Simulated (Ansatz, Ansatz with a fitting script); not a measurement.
# InP (F-43m): converging an RPA energy, part 3 of 4

Wanted: convergence and cost of the RPA correlation energy of InP (F-43m).

Ansatz 0.2.0; EXX+RPA on LDA, plane waves, norm-conserving pseudopotentials.

So far. Step 17 (Long-wave term, 3×3×3 mesh, cutoffs to 160 eV, 242 …): Extrapolated from these cutoffs, the correlation energy is -18.17 eV per atom (fit error 0.08); such a limit moves with the range of cutoffs.

The database entry behind the starting cell differs from later determinations by our own check (0.1 to 0.3 % short, probably kX units), so it need not match the best structure at ambient conditions.

In doubt: RPA on norm-conserving files with a d shell is listed as unsure, so the values of those runs are not to be relied on.

### Step 18. Response cutoff, 3×3×3 mesh, cutoffs to 340 eV, 716 empty bands

input.yaml reads:

```yaml
crystal:
  lattice:
    - [0.0, 2.9305, 2.9305]
    - [2.9305, 0.0, 2.9305]
    - [2.9305, 2.9305, 0.0]
  atoms:
    - { symbol: In, position: [0.0, 0.0, 0.0] }
    - { symbol: P, position: [0.75, 0.75, 0.75] }
kpoints:
  mp_grid: { grid: [3, 3, 3] }
hamiltonian:
  xc: lda
  pseudopotentials: { kind: nc, xc_functional: pbe }
scf:
  occupations: { method: fixed }
  lower_state_search: "off"
  convergence: { dr2_threshold: 1.0e-09 }
output:
  rpa_energy:
    ecut_chi_ladder: [204, 238, 272, 306, 340]
    long_wavelength: optical_limit
    n_empty_bands: 716
basis:
  ecutwfc: 952.398519
  xc_grid: 3
```

On the command line:

```
ansatz run input.yaml --threads 8 --pin off --max-ram 18432MiB --backend cpu --events-out ev --progress --plain --runs-dir out
```

Output:

```text
[...]
Crystal: 2 atoms, lattice volume = 50.333 Å³
Basis set: ecut = 952.398519 eV, 3383 PW (Γ), exchange–correlation on 135×135×135 points (27 copies of the dense FFT grid, shifted against one another)
Bands: 13, of which v1, the nominal top of the filled ones, is band 9 counted from 1 (8 counted from 0)
Symmetry: 24 space group operations
[...]
k-points: 4 of 27 (time reversal used)
[...]
E_c(E_cut→∞)            =       -38.309357 ± 0.066493 eV  (E_cut^-3/2 fit over 5 rungs)
[...]
( 0.0000,  0.0000,  0.3333)    0.61894     0.106978           0.106890   0.051699
    ( 0.0000,  0.3333,  0.3333)    0.71469     0.139194           0.139075   0.069020
    ( 0.0000,  0.3333, -0.3333)    1.01072     0.229559           0.229308   0.128946
  core–valence xc dropped  : E_EXX =     -1587.835223 eV   E_EXX+RPA =     -1626.144580 eV
  core–valence xc semilocal: E_EXX =     -1937.818246 eV   E_EXX+RPA =     -1976.127603 eV
[key lines of the parts left out:]
SCF converged after 7 iterations
Free energy (F): -1988.928100 eV
Fermi energy:    7.115083 eV
```

It took 64 s on 8 threads of Arm Neoverse V2, shared host; peak memory 5.6 GiB; 7 min of CPU time.

This step gave:

| Item | Value |
| --- | --- |
| exact exchange energy | -192.2301 eV |
| RPA correlation energy | -38.31 eV |

Extrapolated from these cutoffs, the correlation energy is -19.15 eV per atom (fit error 0.03); such a limit moves with the range of cutoffs.

### Step 19. Response cutoff, 3×3×3 mesh, cutoffs to 340 eV, 752 empty bands, volume +5 %

input.yaml, the sections that differ from step 18:

```yaml
crystal:
  lattice:
    - [0.0, 2.9785495236, 2.9785495236]
    - [2.9785495236, 0.0, 2.9785495236]
    - [2.9785495236, 2.9785495236, 0.0]
  atoms:
    - { symbol: In, position: [0.0, 0.0, 0.0] }
    - { symbol: P, position: [0.75, 0.75, 0.75] }
output:
  rpa_energy:
    ecut_chi_ladder: [204, 238, 272, 306, 340]
    long_wavelength: optical_limit
    n_empty_bands: 752
# kpoints, hamiltonian, scf, basis: as in step 18
```

Output:

```text
[...]
Crystal: 2 atoms, lattice volume = 52.850 Å³
Basis set: ecut = 952.398519 eV, 3527 PW (Γ), exchange–correlation on 135×135×135 points (27 copies of the dense FFT grid, shifted against one another)
Bands: 13, of which v1, the nominal top of the filled ones, is band 9 counted from 1 (8 counted from 0)
Symmetry: 24 space group operations
[...]
k-points: 4 of 27 (time reversal used)
[...]
E_c(E_cut→∞)            =       -38.319497 ± 0.068592 eV  (E_cut^-3/2 fit over 5 rungs)
[...]
( 0.0000,  0.0000,  0.3333)    0.60895     0.106090           0.106005   0.050999
    ( 0.0000,  0.3333,  0.3333)    0.70316     0.138123           0.138008   0.068101
    ( 0.0000,  0.3333, -0.3333)    0.99442     0.227252           0.227010   0.127180
  core–valence xc dropped  : E_EXX =     -1587.755788 eV   E_EXX+RPA =     -1626.075285 eV
  core–valence xc semilocal: E_EXX =     -1937.739821 eV   E_EXX+RPA =     -1976.059318 eV
[key lines of the parts left out:]
SCF converged after 8 iterations
Free energy (F): -1988.907869 eV
Fermi energy:    6.501358 eV
```

Wall time 71 s (8 threads); peak memory 6.1 GiB; 7.9 min of CPU time.

Numbers from this step:

```yaml
exact_exchange_energy: -191.4651 eV
rpa_correlation_energy: -38.32 eV
```

Extrapolated from these cutoffs, the correlation energy is -19.16 eV per atom (fit error 0.03); such a limit moves with the range of cutoffs.

### Step 20. Bands, 3×3×3 mesh, cutoffs to 160 eV, 558 empty bands

input.yaml, the sections that differ from step 19:

```yaml
crystal:
  lattice:
    - [0.0, 2.9305, 2.9305]
    - [2.9305, 0.0, 2.9305]
    - [2.9305, 2.9305, 0.0]
  atoms:
    - { symbol: In, position: [0.0, 0.0, 0.0] }
    - { symbol: P, position: [0.75, 0.75, 0.75] }
output:
  rpa_energy:
    ecut_chi_ladder: [96, 112, 128, 144, 160]
    long_wavelength: optical_limit
    n_empty_bands: 558
# kpoints, hamiltonian, scf, basis: as in step 19
```

Output:

```text
[...]
Crystal: 2 atoms, lattice volume = 50.333 Å³
Basis set: ecut = 952.398519 eV, 3383 PW (Γ), exchange–correlation on 135×135×135 points (27 copies of the dense FFT grid, shifted against one another)
Bands: 13, of which v1, the nominal top of the filled ones, is band 9 counted from 1 (8 counted from 0)
Symmetry: 24 space group operations
[...]
k-points: 4 of 27 (time reversal used)
[...]
E_c(E_cut→∞)            =       -36.858322 ± 0.173293 eV  (E_cut^-3/2 fit over 5 rungs)
[...]
( 0.0000,  0.0000,  0.3333)    0.61894     0.106978           0.106792   0.051714
    ( 0.0000,  0.3333,  0.3333)    0.71469     0.139194           0.138944   0.069040
    ( 0.0000,  0.3333, -0.3333)    1.01072     0.229559           0.229037   0.128985
  core–valence xc dropped  : E_EXX =     -1587.835223 eV   E_EXX+RPA =     -1624.693545 eV
  core–valence xc semilocal: E_EXX =     -1937.818246 eV   E_EXX+RPA =     -1974.676568 eV
[key lines of the parts left out:]
SCF converged after 7 iterations
Free energy (F): -1988.928100 eV
Fermi energy:    7.115083 eV
```

Run time: 24 s. Hardware: 8 threads; peak memory 3.8 GiB; 2.5 min of CPU time.

Numbers from this step:

```yaml
exact_exchange_energy: -192.2301 eV
rpa_correlation_energy: -36.86 eV
```

Extrapolated from these cutoffs, the correlation energy is -18.43 eV per atom (fit error 0.09); such a limit moves with the range of cutoffs.

### Step 21. Bands, 3×3×3 mesh, cutoffs to 160 eV, 586 empty bands, volume +5 %

input.yaml, the sections that differ from step 20:

```yaml
crystal:
  lattice:
    - [0.0, 2.9785495236, 2.9785495236]
    - [2.9785495236, 0.0, 2.9785495236]
    - [2.9785495236, 2.9785495236, 0.0]
  atoms:
    - { symbol: In, position: [0.0, 0.0, 0.0] }
    - { symbol: P, position: [0.75, 0.75, 0.75] }
output:
  rpa_energy:
    ecut_chi_ladder: [96, 112, 128, 144, 160]
    long_wavelength: optical_limit
    n_empty_bands: 586
# kpoints, hamiltonian, scf, basis: as in step 20
```

Output:

```text
[...]
Crystal: 2 atoms, lattice volume = 52.850 Å³
Basis set: ecut = 952.398519 eV, 3527 PW (Γ), exchange–correlation on 135×135×135 points (27 copies of the dense FFT grid, shifted against one another)
Bands: 13, of which v1, the nominal top of the filled ones, is band 9 counted from 1 (8 counted from 0)
Symmetry: 24 space group operations
[...]
k-points: 4 of 27 (time reversal used)
[...]
E_c(E_cut→∞)            =       -36.918626 ± 0.157973 eV  (E_cut^-3/2 fit over 5 rungs)
[...]
( 0.0000,  0.0000,  0.3333)    0.60895     0.106090           0.105903   0.051013
    ( 0.0000,  0.3333,  0.3333)    0.70316     0.138123           0.137871   0.068122
    ( 0.0000,  0.3333, -0.3333)    0.99442     0.227252           0.226728   0.127224
  core–valence xc dropped  : E_EXX =     -1587.755788 eV   E_EXX+RPA =     -1624.674413 eV
  core–valence xc semilocal: E_EXX =     -1937.739821 eV   E_EXX+RPA =     -1974.658447 eV
[key lines of the parts left out:]
SCF converged after 8 iterations
Free energy (F): -1988.907869 eV
Fermi energy:    6.501358 eV
```

It took 28 s on 8 threads; peak memory 4.1 GiB.

This step gave:

| Property | Result |
| --- | --- |
| exact exchange energy | -191.4651 eV |
| RPA correlation energy | -36.92 eV |

Extrapolated from these cutoffs, the correlation energy is -18.46 eV per atom (fit error 0.08); such a limit moves with the range of cutoffs.

### Step 22. Wavefunction cutoff, 3×3×3 mesh, cutoffs to 160 eV, 231 empty bands

input.yaml, the sections that differ from step 21:

```yaml
crystal:
  lattice:
    - [0.0, 2.9305, 2.9305]
    - [2.9305, 0.0, 2.9305]
    - [2.9305, 2.9305, 0.0]
  atoms:
    - { symbol: In, position: [0.0, 0.0, 0.0] }
    - { symbol: P, position: [0.75, 0.75, 0.75] }
output:
  rpa_energy:
    ecut_chi_ladder: [96, 112, 128, 144, 160]
    long_wavelength: optical_limit
    n_empty_bands: 231
basis:
  ecutwfc: 667
  xc_grid: 3
# kpoints, hamiltonian, scf: as in step 21
```

Output:

```text
Warning: basis.ecutwfc = 667 eV is below the records' recommended 952.398519 eV, and the density's cutoff is lower with it unless basis.ecutrho_ratio is high enough to keep the records' density cutoff: compare with a run at a higher cutoff
[...]
Crystal: 2 atoms, lattice volume = 50.333 Å³
Basis set: ecut = 667 eV, 1989 PW (Γ), exchange–correlation on 108×108×108 points (27 copies of the dense FFT grid, shifted against one another)
[...]
E_c(E_cut→∞)            =       -36.766934 ± 0.170801 eV  (E_cut^-3/2 fit over 5 rungs)
[...]
( 0.0000,  0.0000,  0.3333)    0.61894     0.107065           0.106212   0.051782
    ( 0.0000,  0.3333,  0.3333)    0.71469     0.139304           0.138162   0.069124
    ( 0.0000,  0.3333, -0.3333)    1.01072     0.229722           0.227351   0.129123
  core–valence xc dropped  : E_EXX =     -1587.372690 eV   E_EXX+RPA =     -1624.139625 eV
  core–valence xc semilocal: E_EXX =     -1936.953703 eV   E_EXX+RPA =     -1973.720638 eV
[key lines of the parts left out:]
SCF converged after 8 iterations
Free energy (F): -1988.133366 eV
Fermi energy:    7.119031 eV
```

Wall time 6.4 s (8 threads); peak memory 0.95 GiB.

Numbers from this step:

| Item | Value |
| --- | --- |
| exact exchange energy | -192.2211 eV |
| RPA correlation energy | -36.77 eV |

Extrapolated from these cutoffs, the correlation energy is -18.38 eV per atom (fit error 0.09); such a limit moves with the range of cutoffs.

### Step 23. Wavefunction cutoff, 3×3×3 mesh, cutoffs to 160 eV, 242 empty bands, volume +5 %

input.yaml, the sections that differ from step 22:

```yaml
crystal:
  lattice:
    - [0.0, 2.9785495236, 2.9785495236]
    - [2.9785495236, 0.0, 2.9785495236]
    - [2.9785495236, 2.9785495236, 0.0]
  atoms:
    - { symbol: In, position: [0.0, 0.0, 0.0] }
    - { symbol: P, position: [0.75, 0.75, 0.75] }
output:
  rpa_energy:
    ecut_chi_ladder: [96, 112, 128, 144, 160]
    long_wavelength: optical_limit
    n_empty_bands: 242
# kpoints, hamiltonian, scf, basis: as in step 22
```

Output:

```text
[...]
Crystal: 2 atoms, lattice volume = 52.850 Å³
Basis set: ecut = 667 eV, 2085 PW (Γ), exchange–correlation on 108×108×108 points (27 copies of the dense FFT grid, shifted against one another)
Bands: 13, of which v1, the nominal top of the filled ones, is band 9 counted from 1 (8 counted from 0)
Symmetry: 24 space group operations
[...]
k-points: 4 of 27 (time reversal used)
[...]
E_c(E_cut→∞)            =       -36.828672 ± 0.155711 eV  (E_cut^-3/2 fit over 5 rungs)
[...]
( 0.0000,  0.0000,  0.3333)    0.60895     0.106175           0.105353   0.051078
    ( 0.0000,  0.3333,  0.3333)    0.70316     0.138231           0.137129   0.068204
    ( 0.0000,  0.3333, -0.3333)    0.99442     0.227410           0.225126   0.127357
  core–valence xc dropped  : E_EXX =     -1587.302532 eV   E_EXX+RPA =     -1624.131204 eV
  core–valence xc semilocal: E_EXX =     -1936.889737 eV   E_EXX+RPA =     -1973.718409 eV
[key lines of the parts left out:]
SCF converged after 8 iterations
Free energy (F): -1988.127379 eV
Fermi energy:    6.504418 eV
```

Wall time 5.8 s (8 threads); peak memory 1.1 GiB; 34 s of CPU time.

Numbers from this step:

```yaml
exact_exchange_energy: -191.4562 eV
rpa_correlation_energy: -36.83 eV
```

Extrapolated from these cutoffs, the correlation energy is -18.41 eV per atom (fit error 0.08); such a limit moves with the range of cutoffs.

### Step 24. Pair-density box, 3×3×3 mesh, cutoffs to 160 eV, 231 empty bands

input.yaml, the sections that differ from step 23:

```yaml
crystal:
  lattice:
    - [0.0, 2.9305, 2.9305]
    - [2.9305, 0.0, 2.9305]
    - [2.9305, 2.9305, 0.0]
  atoms:
    - { symbol: In, position: [0.0, 0.0, 0.0] }
    - { symbol: P, position: [0.75, 0.75, 0.75] }
output:
  rpa_energy:
    ecut_chi_ladder: [96, 112, 128, 144, 160]
    long_wavelength: optical_limit
    n_empty_bands: 231
    ecutfock_ratio: 2
basis:
  ecutwfc: 952.398519
  xc_grid: 3
# kpoints, hamiltonian, scf: as in step 23
```

Output:

```text
[...]
Crystal: 2 atoms, lattice volume = 50.333 Å³
Basis set: ecut = 952.398519 eV, 3383 PW (Γ), exchange–correlation on 135×135×135 points (27 copies of the dense FFT grid, shifted against one another)
Bands: 13, of which v1, the nominal top of the filled ones, is band 9 counted from 1 (8 counted from 0)
Symmetry: 24 space group operations
[...]
k-points: 4 of 27 (time reversal used)
[...]
E_c(E_cut→∞)            =       -36.872130 ± 0.174378 eV  (E_cut^-3/2 fit over 5 rungs)
[...]
( 0.0000,  0.0000,  0.3333)    0.61894     0.106978           0.106207   0.051713
    ( 0.0000,  0.3333,  0.3333)    0.71469     0.139194           0.138154   0.069038
    ( 0.0000,  0.3333, -0.3333)    1.01072     0.229559           0.227368   0.128982
  core–valence xc dropped  : E_EXX =     -1587.835223 eV   E_EXX+RPA =     -1624.707353 eV
  core–valence xc semilocal: E_EXX =     -1937.818246 eV   E_EXX+RPA =     -1974.690376 eV
[key lines of the parts left out:]
SCF converged after 7 iterations
Free energy (F): -1988.928100 eV
Fermi energy:    7.115083 eV
```

Run time: 8.2 s. Hardware: 8 threads; peak memory 1.2 GiB; 45 s of CPU time.

This step gave:

```yaml
exact_exchange_energy: -192.2301 eV
rpa_correlation_energy: -36.87 eV
```

Extrapolated from these cutoffs, the correlation energy is -18.44 eV per atom (fit error 0.09); such a limit moves with the range of cutoffs.

### Step 25. Pair-density box, 3×3×3 mesh, cutoffs to 160 eV, 242 empty bands, volume +5 %

input.yaml, the sections that differ from step 24:

```yaml
crystal:
  lattice:
    - [0.0, 2.9785495236, 2.9785495236]
    - [2.9785495236, 0.0, 2.9785495236]
    - [2.9785495236, 2.9785495236, 0.0]
  atoms:
    - { symbol: In, position: [0.0, 0.0, 0.0] }
    - { symbol: P, position: [0.75, 0.75, 0.75] }
output:
  rpa_energy:
    ecut_chi_ladder: [96, 112, 128, 144, 160]
    long_wavelength: optical_limit
    n_empty_bands: 242
    ecutfock_ratio: 2
# kpoints, hamiltonian, scf, basis: as in step 24
```

Output:

```text
[...]
Crystal: 2 atoms, lattice volume = 52.850 Å³
Basis set: ecut = 952.398519 eV, 3527 PW (Γ), exchange–correlation on 135×135×135 points (27 copies of the dense FFT grid, shifted against one another)
Bands: 13, of which v1, the nominal top of the filled ones, is band 9 counted from 1 (8 counted from 0)
Symmetry: 24 space group operations
[...]
k-points: 4 of 27 (time reversal used)
[...]
E_c(E_cut→∞)            =       -36.933325 ± 0.159084 eV  (E_cut^-3/2 fit over 5 rungs)
[...]
( 0.0000,  0.0000,  0.3333)    0.60895     0.106090           0.105346   0.051011
    ( 0.0000,  0.3333,  0.3333)    0.70316     0.138123           0.137119   0.068121
    ( 0.0000,  0.3333, -0.3333)    0.99442     0.227252           0.225141   0.127221
  core–valence xc dropped  : E_EXX =     -1587.755788 eV   E_EXX+RPA =     -1624.689113 eV
  core–valence xc semilocal: E_EXX =     -1937.739821 eV   E_EXX+RPA =     -1974.673146 eV
[key lines of the parts left out:]
SCF converged after 8 iterations
Free energy (F): -1988.907869 eV
Fermi energy:    6.501358 eV
```

The job ended after 7.8 s (8 threads; peak memory 1.3 GiB; 48 s of CPU time).

Numbers from this step:

```yaml
exact_exchange_energy: -191.4651 eV
rpa_correlation_energy: -36.93 eV
```

Extrapolated from these cutoffs, the correlation energy is -18.47 eV per atom (fit error 0.08); such a limit moves with the range of cutoffs.

### Step 26. k mesh, 5×5×5 mesh, cutoffs to 160 eV, 231 empty bands

input.yaml, the sections that differ from step 25:

```yaml
crystal:
  lattice:
    - [0.0, 2.9305, 2.9305]
    - [2.9305, 0.0, 2.9305]
    - [2.9305, 2.9305, 0.0]
  atoms:
    - { symbol: In, position: [0.0, 0.0, 0.0] }
    - { symbol: P, position: [0.75, 0.75, 0.75] }
kpoints:
  mp_grid: { grid: [5, 5, 5] }
output:
  rpa_energy:
    ecut_chi_ladder: [96, 112, 128, 144, 160]
    long_wavelength: optical_limit
    n_empty_bands: 231
# hamiltonian, scf, basis: as in step 25
```

Output:

```text
[...]
Crystal: 2 atoms, lattice volume = 50.333 Å³
Basis set: ecut = 952.398519 eV, 3383 PW (Γ), exchange–correlation on 135×135×135 points (27 copies of the dense FFT grid, shifted against one another)
Bands: 13, of which v1, the nominal top of the filled ones, is band 9 counted from 1 (8 counted from 0)
Symmetry: 24 space group operations
[...]
k-points: 10 of 125 (time reversal used)
[...]
( 0.0000,  0.2000, -0.2000)    0.60643     0.108355           0.107617   0.050427
    ( 0.0000,  0.2000,  0.4000)    0.71111     0.139257           0.138229   0.068301
    ( 0.0000,  0.0000,  0.4000)    0.74273     0.143714           0.142586   0.072988
    ( 0.0000,  0.4000,  0.4000)    0.85763     0.185157           0.183627   0.097232
  core–valence xc dropped  : E_EXX =     -1588.044632 eV   E_EXX+RPA =     -1624.707308 eV
  core–valence xc semilocal: E_EXX =     -1938.017028 eV   E_EXX+RPA =     -1974.679705 eV
[key lines of the parts left out:]
SCF converged after 8 iterations
Free energy (F): -1989.328774 eV
Fermi energy:    7.006039 eV
```

It took 46 s on 8 threads; peak memory 2.1 GiB.

This step gave:

| Item | Value |
| --- | --- |
| exact exchange energy | -191.8076 eV |
| RPA correlation energy | -36.66 eV |

Extrapolated from these cutoffs, the correlation energy is -18.33 eV per atom (fit error 0.08); such a limit moves with the range of cutoffs.

### Step 27. k mesh, 5×5×5 mesh, cutoffs to 160 eV, 242 empty bands, volume +5 %

input.yaml, the sections that differ from step 26:

```yaml
crystal:
  lattice:
    - [0.0, 2.9785495236, 2.9785495236]
    - [2.9785495236, 0.0, 2.9785495236]
    - [2.9785495236, 2.9785495236, 0.0]
  atoms:
    - { symbol: In, position: [0.0, 0.0, 0.0] }
    - { symbol: P, position: [0.75, 0.75, 0.75] }
output:
  rpa_energy:
    ecut_chi_ladder: [96, 112, 128, 144, 160]
    long_wavelength: optical_limit
    n_empty_bands: 242
# kpoints, hamiltonian, scf, basis: as in step 26
```

Output:

```text
[...]
Crystal: 2 atoms, lattice volume = 52.850 Å³
Basis set: ecut = 952.398519 eV, 3527 PW (Γ), exchange–correlation on 135×135×135 points (27 copies of the dense FFT grid, shifted against one another)
Bands: 13, of which v1, the nominal top of the filled ones, is band 9 counted from 1 (8 counted from 0)
Symmetry: 24 space group operations
[...]
k-points: 10 of 125 (time reversal used)
[...]
( 0.0000,  0.2000, -0.2000)    0.59665     0.107539           0.106824   0.049743
    ( 0.0000,  0.2000,  0.4000)    0.69963     0.138114           0.137118   0.067378
    ( 0.0000,  0.0000,  0.4000)    0.73074     0.142343           0.141252   0.071992
    ( 0.0000,  0.4000,  0.4000)    0.84379     0.183524           0.182044   0.095936
  core–valence xc dropped  : E_EXX =     -1587.955537 eV   E_EXX+RPA =     -1624.624417 eV
  core–valence xc semilocal: E_EXX =     -1937.928720 eV   E_EXX+RPA =     -1974.597601 eV
[key lines of the parts left out:]
SCF converged after 8 iterations
Free energy (F): -1989.296998 eV
Fermi energy:    6.391673 eV
```

It took 48 s on 8 threads; peak memory 2.3 GiB; 5.5 min of CPU time.

This step gave:

```yaml
exact_exchange_energy: -191.0465 eV
rpa_correlation_energy: -36.67 eV
```

Extrapolated from these cutoffs, the correlation energy is -18.33 eV per atom (fit error 0.08); such a limit moves with the range of cutoffs.

(Continued in part 4 of 4.)

[Paths, hosts, dates, memory and timing lines, banners, echoed tables and standing remarks are left out of the program output.]

[Logs are printed without paths, hosts, clocks, repeated set-up lines and the standing remarks that a program may print on its own settings, such as how far it seeks lower states.]

[Runs of the session that timed out or met a known fault of the program may be left out.]

[Hosts, paths, dates, database ids (printed as entryN), source tags and the programs' standing remarks are cut or masked in the printed files.]
